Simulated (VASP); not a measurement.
# Zr6C5 in VASP: further runs, part 3 of 3

VASP 6.6.1.

### Step 5. Single point, PBE

This run uses another cell than the first one, of 22.24 Å³/atom, 0.719 times its volume.

The input, INCAR:

```
PREC     = Accurate       # precision mode
ENCUT    = 520            # plane-wave cutoff, eV
EDIFF    = 1E-7           # SCF threshold, eV
ISMEAR   = 1              # smearing method
SIGMA    = 0.1            # smearing width, eV
LREAL    = False          # projectors in reciprocal space
LASPH    = True           # aspherical terms in the spheres
NELM     = 120            # most SCF steps
ALGO     = Normal         # electronic algorithm
ISIF     = 2              # what is computed and relaxed
LWAVE    = False          # write WAVECAR
LCHARG   = False          # write CHGCAR
LDIPOL   = True         
IDIPOL   = 3            
DIPOL    = 0.5 0.5 0.500
GGA      = PE             # functional
NBANDS   = 65             # bands
LVHAR    = True         
LVACPOTAV= True
```

The input, KPOINTS:

```
regular mesh
0
Gamma
  4 4 1
```

The input, POSCAR:

```
Zr6C5
1.0
    3.3236988564      0.0000000000      0.0000000000
   -1.6618494282      2.8784076442      0.0000000000
    0.0000000000      0.0000000000     25.5689437615
Zr C
6 5
Direct
    0.3333333333      0.6666666667      0.2346596737
    0.0000000000      0.0000000000      0.3407958042
    0.6666666667      0.3333333333      0.4469319347
    0.3333333333      0.6666666667      0.5530680653
    0.0000000000      0.0000000000      0.6592041958
    0.6666666667      0.3333333333      0.7653403263
    0.6666666667      0.3333333333      0.2877277390
    0.3333333333      0.6666666667      0.3938638695
    0.0000000000      0.0000000000      0.5000000000
    0.6666666667      0.3333333333      0.6061361305
    0.3333333333      0.6666666667      0.7122722610
```

Potentials or basis: VASP PAW PBE potentials, release 64 (Zr_sv, C).

The run is started by

```
$ cat potpaw_PBE.64/Zr_sv/POTCAR potpaw_PBE.64/C/POTCAR > POTCAR
$ mpirun -np 1 vasp_std > vasp.out
```

OUTCAR:

```text
PREC = Accurate
   ENCUT = 520
   EDIFF = 1E-7
   ISMEAR = 1
   LREAL = False
   LASPH = True
   NELM = 120
   ISIF = 2
   GGA = PE

 Found      4 irreducible k-points:

 Following reciprocal coordinates:
            Coordinates               Weight
  0.000000  0.000000  0.000000      1.000000
  0.250000 -0.000000  0.000000      6.000000
  0.500000 -0.000000  0.000000      3.000000
  0.250000  0.250000  0.000000      6.000000
   k-points           NKPTS =      4   k-points in BZ     NKDIM =      4   number of bands    NBANDS=     65
   number of dos      NEDOS =    301   number of ions     NIONS =     11
   total plane-waves  NPLWV = 150528
   dimension x,y,z NGX =    28 NGY =   28 NGZ =  192
   dimension x,y,z NGXF=    56 NGYF=   56 NGZF=  384
   ions per type =               6   5
   NGX,Y,Z   is equivalent  to a cutoff of  14.01, 14.01, 12.48 a.u.
   NGXF,Y,Z  is equivalent  to a cutoff of  28.01, 28.01, 24.97 a.u.
 SYSTEM =  unknown system
   PREC   = accura    normal or accurate (medium, high low for compatibility)
   ISTART =      0    job   : 0-new  1-cont  2-samecut
   ICHARG =      2    charge: 1-file 2-atom 10-const
   ISPIN  =      1    spin polarized calculation?
   LNONCOLLINEAR =      F non collinear calculations
   LSORBIT =      F    spin-orbit coupling
   LASPH  =      T    aspherical Exc in radial PAW
   ENCUT  =  520.0 eV  38.22 Ry    6.18 a.u.   6.18  6.18 47.54*2*pi/ulx,y,z
   NELM   =    120;   NELMIN=  2; NELMDL= -5     # of ELM steps
   EDIFF  = 0.1E-06   stopping-criterion for ELM
   LREAL  =      F    real-space projection
   EDIFFG = 0.1E-05   stopping-criterion for IOM
   NSW    =      0    number of steps for IOM
   IBRION =     -1    ionic relax: 0-MD 1-quasi-New 2-CG
   NFREE  =      0    steps in history (QN), initial steepest desc. (CG)
   ISIF   =      2    stress and relaxation
   ISYM   =      2    0-nonsym 1-usesym 2-fastsym
   POTIM  = 0.5000    time-step for ionic-motion
   TEBEG  =    0.0;   TEEND  =   0.0 temperature during run
   PSTRESS=    0.0 pullay stress
   NELECT =      92.0000    total number of electrons
   NUPDOWN=      -1.0000    fix difference up-down
   EMIN   =  10.00;   EMAX   =-10.00  energy-range for DOS
   EFERMI =   0.00;   METHOD = LEGACY
   ISMEAR =     1;   SIGMA  =   0.10  broadening in eV -4-tet -1-fermi 0-gaus
   EFERMI_NEDOS =   21; number of points for ismear=-14 and -15
   IALGO  =     38    algorithm
   IMIX   =      4    mixing-type and parameters
     AMIX     =   0.40;   BMIX     =  1.00
     AMIX_MAG =   1.60;   BMIX_MAG =  1.00
  volume/ion in A,a.u.               =      22.24       150.07
  Fermi-wavevector in a.u.,A,eV,Ry     =   1.181703  2.233096 18.999491  1.396423
  Thomas-Fermi vector in A             =   2.317972
   LORBIT       =      0    0 simple, 1 ext, 2 COOP (PROOUT), +10 PAW based schemes
   GGA     = PE    functional components
   LHFCALC =     F    Hartree Fock is set to
   AEXX    =    0.0000 exact exchange contribution
   IVDW    =     0    specifies the selected vdW correction
   LEPSILON=     F    determine dielectric tensor
   LRPA    =     F    only Hartree local field effects (RPA)
 non-spin polarized calculation
 Methfessel and Paxton  Order N= 1 SIGMA  =   0.10
  energy-cutoff  :      520.00
  volume of cell :      244.62
 maximum number of plane-waves:      6623
 NGX is ok and might be reduce to    28
   NGX = 13   NGY = 13   NGZ = 95

 number of electron      92.0000000 magnetization

 dipolmoment           0.000000      0.000000      0.000000 electrons x Angstroem

 Free energy of the ion-electron system (eV)
  ---------------------------------------------------
  ext. energy  EPLUGINS =         0.00000000
  ---------------------------------------------------
  free energy    TOTEN  =      -103.75665506 eV

  energy without entropy =     -103.75157613  energy(sigma->0) =     -103.75496208

 E-fermi :   4.4237     XC(G=0):  -8.3339

 val. band max:        4.4141929491   @ k =   0.0000   0.0000   0.0000
 cond. band min:       4.5911828365   @ k =   0.5000  -0.0000   0.0000
 fundamental gap:      0.1769898873
 Fermi energy:         4.4236769273

 k-point     1 :       0.0000    0.0000    0.0000
  band No.  band energies     occupation
      1     -44.4731      2.00000
      2     -44.4731      2.00000
      3     -43.7263      2.00000
      4     -43.7209      2.00000
      5     -43.6606      2.00000
      6     -43.6152      2.00000
[... 50 lines left out ...]
     57       7.0661      0.00000
     58       7.1139      0.00000

 k-point     2 :       0.2500   -0.0000    0.0000
  band No.  band energies     occupation
      1     -44.4422      2.00000
      2     -44.4422      2.00000
      3     -43.6875      2.00000
      4     -43.6850      2.00000
      5     -43.6259      2.00000
      6     -43.5905      2.00000
[... 50 lines left out ...]
     57       7.5460      0.00000
     58       7.8233      0.00000

 k-point     3 :       0.5000   -0.0000    0.0000
  band No.  band energies     occupation
      1     -44.4110      2.00000
      2     -44.4110      2.00000
      3     -43.6485      2.00000
      4     -43.6483      2.00000
      5     -43.5866      2.00000
      6     -43.5702      2.00000
[... 50 lines left out ...]
     57       8.8037      0.00000
     58       8.8671      0.00000

 k-point     4 :       0.2500    0.2500    0.0000
  band No.  band energies     occupation
      1     -44.4111      2.00000
      2     -44.4111      2.00000
      3     -43.6486      2.00000
      4     -43.6484      2.00000
      5     -43.5867      2.00000
      6     -43.5701      2.00000
[... 50 lines left out ...]
     57       8.4541      0.00000
     58       8.7926      0.00000
 [bands above 58 left out]

------------------------ aborting loop because EDIFF is reached ----------------------------------------

  FORCE on cell =-STRESS in cart. coord.  units (eV):
  Direction    XX          YY          ZZ          XY          YZ          ZX
  --------------------------------------------------------------------------------------
  -------------------------------------------------------------------------------------
  Total       -0.4791397     -0.4791397     -6.8421953     -0.0000000      0.0000000      0.0000000
  in kB       -3.1382389     -3.1382389    -44.8145764     -0.0000000      0.0000000      0.0000000
  external PRESSURE =     -17.0303514 kB  Pullay stress =       0.0000000 kB

 VOLUME and BASIS-vectors are now :
 -----------------------------------------------------------------------------
  energy-cutoff  :      520.00
  volume of cell :      244.62
      direct lattice vectors                 reciprocal lattice vectors
     3.323698856  0.000000000  0.000000000     0.300869616  0.173707154  0.000000000
    -1.661849428  2.878407644  0.000000000     0.000000000  0.347414308  0.000000000
     0.000000000  0.000000000 25.568943762     0.000000000  0.000000000  0.039109946

 POSITION                                       TOTAL-FORCE (eV/Angst)
 -----------------------------------------------------------------------------------
     -0.00000      1.91894      6.00000         0.000000      0.000000      1.969947
      0.00000      0.00000      8.71379        -0.000000      0.000000      0.623947
      1.66185      0.95947     11.42758        -0.000000      0.000000      0.067863
     -0.00000      1.91894     14.14137         0.000000     -0.000000     -0.067863
      0.00000      0.00000     16.85516        -0.000000      0.000000     -0.623947
      1.66185      0.95947     19.56894         0.000000     -0.000000     -1.969947
      1.66185      0.95947      7.35689         0.000000     -0.000000     -2.188228
     -0.00000      1.91894     10.07068        -0.000000     -0.000000     -0.271545
      0.00000      0.00000     12.78447        -0.000000      0.000000      0.000000
      1.66185      0.95947     15.49826         0.000000      0.000000      0.271545
     -0.00000      1.91894     18.21205        -0.000000      0.000000      2.188228
 -----------------------------------------------------------------------------------
    total drift:                                0.000000      0.000000      0.000000

  FREE ENERGIE OF THE ION-ELECTRON SYSTEM (eV)
  ---------------------------------------------------
  free  energy   TOTEN  =      -103.7566550569 eV

  energy  without entropy=     -103.7515761344  energy(sigma->0) =     -103.75496208

 vacuum level on the upper side and lower side of the slab         9.078         9.078
```

It took 82 s on 1 thread of Intel Xeon 6975P-C (Granite Rapids), shared host; peak memory 0.39 GiB.

These settings aren't checked as converged: the numbers below hold their error.

What came out:

```yaml
Free_energy: -103.7567 eV
Largest_force: 2.188 eV/Å
Band_gap_on_the_k_mesh: none (metal or under the smearing width)
Work_function_of_the_upper_face: 4.65 eV
Work_function_of_the_lower_face: 4.65 eV
```

Caveat: the k mesh is coarse (spacing up to 0.55 Å⁻¹), so the values aren't converged.
